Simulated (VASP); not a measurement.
# BaS (Fm-3m) in VASP: notebook

The runs below take BaS through single point, relaxation of cell and atoms, with PBE, BLYP+D4.

Program: VASP 6.6.1. These are calculated values, not measurements. Logs are shortened: lines on timing, memory, paths and dates and some standing lists are left out, and cuts for length are marked.

**Experimental background.**

A printed reference work, monograph, original work of 1988 reports, for a bulk crystal of BaS at 2 K: band gap 3.806 eV (indirect).

The runs below are set against these values where they give the same quantity.

## 1. The cell of the first run

It takes space group Fm-3m (No. 225, cubic). Conventional cell: a = 6.429 Å, b = 6.429 Å, c = 6.429 Å, α = 90.00°, β = 90.00°, γ = 90.00°. Within 4.2 Å of Ba (site symmetry m-3m) lie 6 S at 3.21 Å. S (site symmetry m-3m) has 6 Ba at 3.21 Å within 4.2 Å.

## 2. Single point, PBE

INCAR

```
SYSTEM = BaS
PREC = Accurate
ENCUT = 520
EDIFF = 1E-6
ISMEAR = -1
SIGMA = 0.05
LREAL = .False.
LASPH = .True.
NELM = 60
ALGO = Normal
ISIF = 2
LWAVE = .False.
LCHARG = .False.
GGA = PE
NBANDS = 15
```

KPOINTS

```
regular mesh
0
Gamma
  7 7 7
  0 0 0
```

POSCAR

```
BaS
1.0
    0.0000000000      3.2143938031      3.2143938031
    3.2143938031      0.0000000000      3.2143938031
    3.2143938031      3.2143938031      0.0000000000
Ba S
1 1
Direct
    0.0000000000      0.0000000000      0.0000000000
    0.5000000000      0.5000000000      0.5000000000
```

Potentials or basis: VASP PAW PBE potentials, release 64 (Ba_sv, S).

Started as:

```
> cat potpaw_PBE.64/Ba_sv/POTCAR potpaw_PBE.64/S/POTCAR > POTCAR
> mpirun -np 1 vasp_std > vasp.out
```

OUTCAR:

```text
SYSTEM = BaS
   PREC = Accurate
   ENCUT = 520
   EDIFF = 1E-6
   ISMEAR = -1
   LREAL = .False.
   LASPH = .True.
   NELM = 60
   ISIF = 2
   GGA = PE

 ion  position               nearest neighbor table
   1  0.000  0.000  0.000-   2 3.21   2 3.21   2 3.21   2 3.21   2 3.21   2 3.21
   2  0.500  0.500  0.500-   1 3.21   1 3.21   1 3.21   1 3.21   1 3.21   1 3.21

  LATTYP: Found a face centered cubic cell.
 ALAT       =     6.4287876062

  Lattice vectors:

 A1 = (   0.0000000000,   3.2143938031,   3.2143938031)
 A2 = (   3.2143938031,   0.0000000000,   3.2143938031)
 A3 = (   3.2143938031,   3.2143938031,   0.0000000000)

Analysis of symmetry for initial positions (statically):
=====================================================================
 Subroutine PRICEL returns:
 Original cell was already a primitive cell.

 Routine SETGRP: Setting up the symmetry group for a
 face centered cubic supercell.

 Subroutine GETGRP returns: Found 48 space group operations
 (whereof 48 operations were pure point group operations)
 out of a pool of 48 trial point group operations.

The static configuration has the point symmetry O_h .

Analysis of symmetry for dynamics (positions and initial velocities):
=====================================================================
 Subroutine PRICEL returns:
 Original cell was already a primitive cell.

 Routine SETGRP: Setting up the symmetry group for a
 face centered cubic supercell.

 Subroutine GETGRP returns: Found 48 space group operations
 (whereof 48 operations were pure point group operations)
 out of a pool of 48 trial point group operations.

The dynamic configuration has the point symmetry O_h .

 Subroutine INISYM returns: Found 48 space group operations
 (whereof 48 operations are pure point group operations),
 and found     1 'primitive' translations

----------------------------------------------------------------------------------------

                                     Primitive cell

  volume of cell :      66.4243

  direct lattice vectors                    reciprocal lattice vectors
     0.000000000  3.214393803  3.214393803    -0.155550325  0.155550325  0.155550325
     3.214393803  0.000000000  3.214393803     0.155550325 -0.155550325  0.155550325
     3.214393803  3.214393803  0.000000000     0.155550325  0.155550325 -0.155550325

  length of vectors
     4.545839311  4.545839311  4.545839311     0.269421066  0.269421066  0.269421066

  position of ions in fractional coordinates (direct lattice)
     0.000000000  0.000000000  0.000000000
     0.500000000  0.500000000  0.500000000
[... 71 lines left out ...]
   NELM   =     60;   NELMIN=  2; NELMDL= -5     # of ELM steps
   EDIFF  = 0.1E-05   stopping-criterion for ELM
   LREAL  =      F    real-space projection
[... 7 lines left out ...]
   TEBEG  =    0.0;   TEEND  =   0.0 temperature during run
   PSTRESS=    0.0 pullay stress
   NELECT =      16.0000    total number of electrons
   NUPDOWN=      -1.0000    fix difference up-down
   EMIN   =  10.00;   EMAX   =-10.00  energy-range for DOS
   EFERMI =   0.00;   METHOD = LEGACY
   ISMEAR =    -1;   SIGMA  =   0.05  broadening in eV -4-tet -1-fermi 0-gaus
   EFERMI_NEDOS =   21; number of points for ismear=-14 and -15
   IALGO  =     38    algorithm
   IMIX   =      4    mixing-type and parameters
     AMIX     =   0.40;   BMIX     =  1.00
     AMIX_MAG =   1.60;   BMIX_MAG =  1.00
  volume/ion in A,a.u.               =      33.21       224.13
  Fermi-wavevector in a.u.,A,eV,Ry     =   1.018605  1.924884 14.116805  1.037556
  Thomas-Fermi vector in A             =   2.152072
   LORBIT       =      0    0 simple, 1 ext, 2 COOP (PROOUT), +10 PAW based schemes
   GGA     = PE    functional components
[... 5 lines left out ...]
 non-spin polarized calculation
  energy-cutoff  :      520.00
  volume of cell :       66.42
 maximum number of plane-waves:      1808
 NGX is ok and might be reduce to    36
   NGX = 17   NGY = 17   NGZ = 17

 number of electron      16.0000002 magnetization

 Free energy of the ion-electron system (eV)
  ---------------------------------------------------
  ext. energy  EPLUGINS =         0.00000000
  ---------------------------------------------------
  free energy    TOTEN  =       -10.19266134 eV

  energy without entropy =      -10.19266134  energy(sigma->0) =      -10.19266134

 E-fermi :   2.4262     XC(G=0):  -8.5458

 val. band max:        1.3546391475   @ k =   0.0000   0.0000   0.0000
 cond. band min:       3.5520094706   @ k =   0.4286   0.4286   0.0000
 fundamental gap:      2.1973703231
 Fermi energy:         2.4261918104

 k-point     1 :       0.0000    0.0000    0.0000
  band No.  band energies     occupation
      1     -24.7817      2.00000
      2      -9.8394      2.00000
      3      -9.8394      2.00000
      4      -9.8394      2.00000
      5      -8.9762      2.00000
      6       1.3546      2.00000
      7       1.3546      2.00000
      8       1.3546      2.00000
      9       4.8605      0.00000
     10       5.2200      0.00000
     11       5.2200      0.00000
     12       5.2200      0.00000
     13       6.1256      0.00000
     14       6.1256      0.00000
[... 329 lines left out ...]
      2     -10.4196      2.00000
      3     -10.1747      2.00000
      4     -10.0380      2.00000
      5      -8.3573      2.00000
      6       0.2413      2.00000
      7       0.7675      2.00000
      8       0.8253      2.00000
      9       5.2761      0.00000
     10       6.1688      0.00000
     11       7.6666      0.00000
     12       8.3452      0.00000
     13       8.4851      0.00000
     14      10.3593      0.00000
     15      11.4181      0.00000

------------------------ aborting loop because EDIFF is reached ----------------------------------------

  FORCE on cell =-STRESS in cart. coord.  units (eV):
  Direction    XX          YY          ZZ          XY          YZ          ZX
  --------------------------------------------------------------------------------------
  -------------------------------------------------------------------------------------
  Total        0.2249653      0.2249653      0.2249653      0.0000000      0.0000000      0.0000000
  in kB        5.4262374      5.4262374      5.4262374      0.0000000      0.0000000      0.0000000
  external PRESSURE =       5.4262374 kB  Pullay stress =       0.0000000 kB

 VOLUME and BASIS-vectors are now :
 -----------------------------------------------------------------------------
  energy-cutoff  :      520.00
  volume of cell :       66.42
      direct lattice vectors                 reciprocal lattice vectors
     0.000000000  3.214393803  3.214393803    -0.155550325  0.155550325  0.155550325
     3.214393803  0.000000000  3.214393803     0.155550325 -0.155550325  0.155550325
     3.214393803  3.214393803  0.000000000     0.155550325  0.155550325 -0.155550325

 POSITION                                       TOTAL-FORCE (eV/Angst)
 -----------------------------------------------------------------------------------
      0.00000      0.00000      0.00000        -0.000000     -0.000000     -0.000000
      3.21439      3.21439      3.21439         0.000000      0.000000      0.000000
 -----------------------------------------------------------------------------------
    total drift:                                0.000000      0.000000      0.000000

  FREE ENERGIE OF THE ION-ELECTRON SYSTEM (eV)
  ---------------------------------------------------
  free  energy   TOTEN  =       -10.1926613429 eV

  energy  without entropy=      -10.1926613428  energy(sigma->0) =      -10.19266134
```

It took 13 s on 1 thread of Intel Xeon Platinum 8488C (Sapphire Rapids), shared host; peak memory 0.21 GiB.

What came out:

```yaml
Free_energy: -10.1927 eV
Pressure: 0.5 GPa
Band_gap_on_the_k_mesh: 2.20 eV, indirect (least direct gap 2.35 eV)
```

Levels at points of the mesh, in eV from the valence-band top:
| k point | band 5 | band 6 | band 7 | band 8 | band 9 | band 10 | band 11 | band 12 |
| --- | --- | --- | --- | --- | --- | --- | --- | --- |
| (0.00, 0.00, 0.00) | -10.33 | 0.00 | 0.00 | 0.00 | 3.51 | 3.87 | 3.87 | 3.87 |

Caveat: spin-orbit coupling is left out, which moves the levels of the heavy elements.

## 3. Single point, BLYP+D4

INCAR

```
SYSTEM = BaS
  AGGAC = 1.0
  AGGAX = 1.0
  ALDAC = 0.0
  ALDAX = 1.0
  ALGO = Normal
  EDIFF = 1E-6
  ENCUT = 520
  GGA = B5
  ISIF = 2
  ISMEAR = -1
  IVDW = 13
  LASPH = .True.
  LCHARG = .False.
  LREAL = .False.
  LWAVE = .False.
  NBANDS = 15
  NELM = 80
  PREC = Accurate
  SIGMA = 0.05
  VDW_A1 = 0.44488865
  VDW_A2 = 4.0933009
  VDW_S6 = 1.0
  VDW_S8 = 2.34076671
```

KPOINTS

```
k-points
0
Gamma
  7 7 7
  0 0 0
```

POSCAR

```
BaS
1.0
    0.0000000000      3.2133216926      3.2133216926
    3.2133216926      0.0000000000      3.2133216926
    3.2133216926      3.2133216926      0.0000000000
Ba S
1 1
Direct
    0.0000000000      0.0000000000      0.0000000000
    0.5000000000      0.5000000000      0.5000000000
```

Potentials or basis: VASP PAW PBE potentials, release 64 (Ba_sv, S).

Started as:

```
> cat potpaw_PBE.64/Ba_sv/POTCAR potpaw_PBE.64/S/POTCAR > POTCAR
> mpirun -np 1 vasp_std > vasp.out
```

It took 19 s on 1 thread of Intel Xeon Platinum 8488C (Sapphire Rapids), shared host; peak memory 0.2 GiB.

It converged, with:

| Quantity | Value |
| --- | --- |
| Free energy | -10.1272 eV |
| Pressure | 0.6 GPa |
| Band gap on the k mesh | 2.28 eV, indirect (least direct gap 2.42 eV) |
| Dispersion energy per atom | -0.409 eV |

Levels at points of the mesh, in eV from the valence-band top:
```csv
k point,band 6,band 7,band 8,band 9,band 10,band 11
"(0.00, 0.00, 0.00)",0.00,0.00,0.00,3.68,3.86,3.86
```

Caveat: the PAW data sets were made with another functional, which shifts forces and pressure a little; spin-orbit coupling is left out, which moves the levels of the heavy elements.

## 4. Relaxation of cell and atoms, PBE

This run uses another cell than the first one, of 32.58 Å³/atom, 0.981 times its volume.

INCAR

```
SYSTEM = BaS
PREC = Accurate
ENCUT = 600
EDIFF = 1E-7
ISMEAR = -1
SIGMA = 0.05
LREAL = .False.
LASPH = .True.
NELM = 100
ALGO = Normal
ISIF = 3
LWAVE = .False.
LCHARG = .False.
GGA = PE
IBRION = 2
NSW = 80
EDIFFG = -0.005
```

KPOINTS

```
regular mesh
0
Gamma
  7 7 7
  0 0 0
```

POSCAR

```
BaS
1.0
    0.0000000000      3.1937500000      3.1937500000
    3.1937500000      0.0000000000      3.1937500000
    3.1937500000      3.1937500000      0.0000000000
Ba S
1 1
Direct
    0.0000000000      0.0000000000      0.0000000000
    0.5000000000      0.5000000000      0.5000000000
```

Started as:

```
> cat potpaw_PBE.64/Ba_sv/POTCAR potpaw_PBE.64/S/POTCAR > POTCAR
> mpirun -np 1 vasp_std > vasp.out
```

It took 27 s on 1 thread of Intel Xeon Platinum 8488C (Sapphire Rapids), shared host; peak memory 0.21 GiB.

The run converged. Its results:

```
Free energy                            : -10.1945 eV
Relaxed volume                         : 33.65 Å³/atom
Relaxed cell                           : a = 4.566 Å, b = 4.566 Å, c = 4.566 Å, α = 60.00°, β = 60.00°, γ = 60.00°
Space group after relaxing (to 0.05 Å) : Fm-3m (No. 225)
Energy gained by relaxing              : 4.7 meV/atom
Ionic steps                            : 3
Pressure after relaxing                : 0.0 GPa
Band gap on the k mesh                 : 2.22 eV, indirect (least direct gap 2.38 eV)
```

The path:
```tsv
step	energy change (eV)	largest force (eV/Å)	pressure (GPa)	volume (Å³)
1	0.0000	0.0000	1.44	65.15
2	-0.0085	0.0000	-0.39	67.95
3	-0.0093	0.0000	0.00	67.29
```

Final structure:
```xyz
2
Lattice="0.0000 3.2283 3.2283 3.2283 0.0000 3.2283 3.2283 3.2283 0.0000" Properties=species:S:1:pos:R:3 pbc="T T T"
Ba    0.0000    0.0000    0.0000
S     3.2283    3.2283    3.2283
```

Levels at points of the mesh, in eV from the valence-band top:
```csv
k point,band 6,band 7,band 8,band 9,band 10,band 11
"(0.00, 0.00, 0.00)",0.00,0.00,0.00,3.44,3.86,3.86
```

Caveat: spin-orbit coupling is left out, which moves the levels of the heavy elements. A hybrid or GW would open this gap; PBE tends to underestimate it.

## 5. Relaxation of cell and atoms, BLYP+D4

This run uses another cell than the first one, of 32.58 Å³/atom, 0.981 times its volume.

INCAR

```
PREC     = Accurate       # precision mode
ENCUT    = 600            # plane-wave cutoff, eV
EDIFF    = 1E-6           # SCF threshold, eV
ISMEAR   = -1             # smearing method
SIGMA    = 0.05           # smearing width, eV
LREAL    = False          # projectors in reciprocal space
LASPH    = True           # aspherical terms in the spheres
NELM     = 60             # most SCF steps
ALGO     = Normal         # electronic algorithm
ISIF     = 3              # what is computed and relaxed
LWAVE    = False          # write WAVECAR
LCHARG   = False          # write CHGCAR
GGA      = B5             # functional
ALDAX    = 1.0          
AGGAX    = 1.0          
AGGAC    = 1.0          
ALDAC    = 0.0          
IVDW     = 13             # dispersion correction
IBRION   = 2              # ionic algorithm
NSW      = 80             # ionic steps
EDIFFG   = -0.005         # ionic threshold
VDW_S6   = 1.0          
VDW_S8   = 2.34076671   
VDW_A1   = 0.44488865   
VDW_A2   = 4.0933009
```

KPOINTS

```
Automatic mesh
0
Gamma
  7 7 7
```

POSCAR is that of step 4.

Started as:

```
> cat potpaw_PBE.64/Ba_sv/POTCAR potpaw_PBE.64/S/POTCAR > POTCAR
> mpirun -np 1 vasp_std > vasp.out
```

Wall time 46 s (1 thread of Intel Xeon Platinum 8488C (Sapphire Rapids), shared host); peak memory 0.22 GiB.

Results (log left out):

| Quantity | Value |
| --- | --- |
| Free energy | -10.1301 eV |
| Relaxed volume | 33.65 Å³/atom |
| Relaxed cell | a = 4.566 Å, b = 4.566 Å, c = 4.566 Å, α = 60.00°, β = 60.00°, γ = 60.00° |
| Space group after relaxing (to 0.05 Å) | Fm-3m (No. 225) |
| Energy gained by relaxing | 4.7 meV/atom |
| Ionic steps | 3 |
| Pressure after relaxing | 0.0 GPa |
| Band gap on the k mesh | 2.30 eV, indirect (least direct gap 2.45 eV) |
| Dispersion energy per atom | -0.403 eV |

Step by step:
| step | energy change (eV) | largest force (eV/Å) | pressure (GPa) | volume (Å³) |
| --- | --- | --- | --- | --- |
| 1 | 0.0000 | 0.0000 | 1.44 | 65.15 |
| 2 | -0.0086 | 0.0000 | -0.40 | 67.95 |
| 3 | -0.0094 | 0.0000 | 0.00 | 67.30 |

Final structure:
```yaml
crystal:
  lattice:
    - [0.00000, 3.22840, 3.22840]
    - [3.22840, 0.00000, 3.22840]
    - [3.22840, 3.22840, 0.00000]
  atoms:
    - { symbol: Ba, position: [0.00000, 0.00000, 0.00000] }
    - { symbol: S, position: [0.50000, 0.50000, 0.50000] }
```

Levels at points of the mesh, in eV from the valence-band top:
| k point | band 4 | band 5 | band 6 | band 7 | band 8 | band 9 | band 10 | band 11 | band 12 |
| --- | --- | --- | --- | --- | --- | --- | --- | --- | --- |
| (0.00, 0.00, 0.00) | -11.32 | -10.30 | 0.00 | 0.00 | 0.00 | 3.61 | 3.86 | 3.86 | 3.86 |

Caveat: the PAW data sets were made with another functional, which shifts forces and pressure a little; spin-orbit coupling is left out, which moves the levels of the heavy elements.

## 6. Single point, PBE (volume scaled by 0.94)

INCAR

```
PREC = Accurate
ENCUT = 520
EDIFF = 1E-6
ISMEAR = -1
SIGMA = 0.05
LREAL = F
LASPH = T
NELM = 80
ALGO = Normal
ISIF = 2
LWAVE = F
LCHARG = F
GGA = PE
NBANDS = 15
```

KPOINTS is that of step 5.

POSCAR

```
BaS
1.0
    0.0000000000      3.1285531347      3.1285531347
    3.1285531347      0.0000000000      3.1285531347
    3.1285531347      3.1285531347      0.0000000000
Ba S
1 1
Direct
    0.0000000000      0.0000000000      0.0000000000
    0.5000000000      0.5000000000      0.5000000000
```

Potentials or basis: VASP PAW PBE potentials, release 64 (Ba_sv, S).

Started as:

```
> cat potpaw_PBE.64/Ba_sv/POTCAR potpaw_PBE.64/S/POTCAR > POTCAR
> mpirun -np 1 vasp_std > vasp.out
```

Wall time 36 s (1 thread of Intel Xeon 8259CL, shared host); peak memory 0.21 GiB.

The run converged. Its results:

```yaml
Free_energy: -10.1104 eV
Pressure: 4.8 GPa
Band_gap_on_the_k_mesh: 2.05 eV, indirect (least direct gap 2.17 eV)
```

Levels at points of the mesh, in eV from the valence-band top:
| k point | band 5 | band 6 | band 7 | band 8 | band 9 | band 10 | band 11 | band 12 |
| --- | --- | --- | --- | --- | --- | --- | --- | --- |
| (0.00, 0.00, 0.00) | -10.46 | 0.00 | 0.00 | 0.00 | 3.87 | 3.87 | 3.87 | 3.91 |

Caveat: the cell differs from its parent crystal (volume scaled by 0.94); spin-orbit coupling is left out, which moves the levels of the heavy elements.

## 7. Summary

| task | level | cell | cutoff (eV) | gap on the mesh (eV) | pressure (GPa) | relaxed volume (Å³/atom) |
| --- | --- | --- | --- | --- | --- | --- |
| single point | PBE | a = 4.546 Å, angles 60.0°, 2 atoms | 520 | 2.20 | 0.5 | - |
| single point | BLYP+D4 | a = 4.544 Å, angles 60.0°, 2 atoms | 520 | 2.28 | 0.6 | - |
| relaxation of cell and atoms | PBE | relaxed from a = 4.517 Å, angles 60.0°, 2 atoms | 600 | 2.22 | 0.0 | 33.65 |
| relaxation of cell and atoms | BLYP+D4 | relaxed from a = 4.517 Å, angles 60.0°, 2 atoms | 600 | 2.30 | 0.0 | 33.65 |
| single point | PBE | a = 4.424 Å, angles 60.0°, 2 atoms | 520 | 2.05 | 4.8 | - |

Alike in all rows: potentials or basis VASP PAW PBE potentials, release 64 (Ba_sv, S); no spin polarisation; k mesh 7 × 7 × 7; smearing fermi-dirac 0.05 eV.

Caveats: spin-orbit coupling is left out, which moves the levels of the heavy elements; the PAW data sets were made with another functional, which shifts forces and pressure a little (some runs).

Total energies depend on the potentials used, so only differences within one code and one set of settings carry meaning.

## 8. Against experiment

Step 2. Against the measured gap of BaS, 3.806 eV (indirect; 2 K; a printed reference work, monograph, original work of 1988), the calculated 2.20 eV is off by -1.61 eV. Spin-orbit coupling on Ba is left out. The value is that of PBE on a finite k mesh, which can miss the band edges, without temperature or zero-point motion. Semilocal functionals fall short of measured gaps as a rule.

Step 3. A measured gap of BaS is 3.806 eV (indirect; 2 K; a printed reference work, monograph, original work of 1988); the calculated 2.28 eV misses it by -1.53 eV. Spin-orbit coupling on Ba is left out. The value is that of BLYP+D4 on a finite k mesh, which can miss the band edges, without temperature or zero-point motion. Semilocal functionals fall short of measured gaps as a rule.
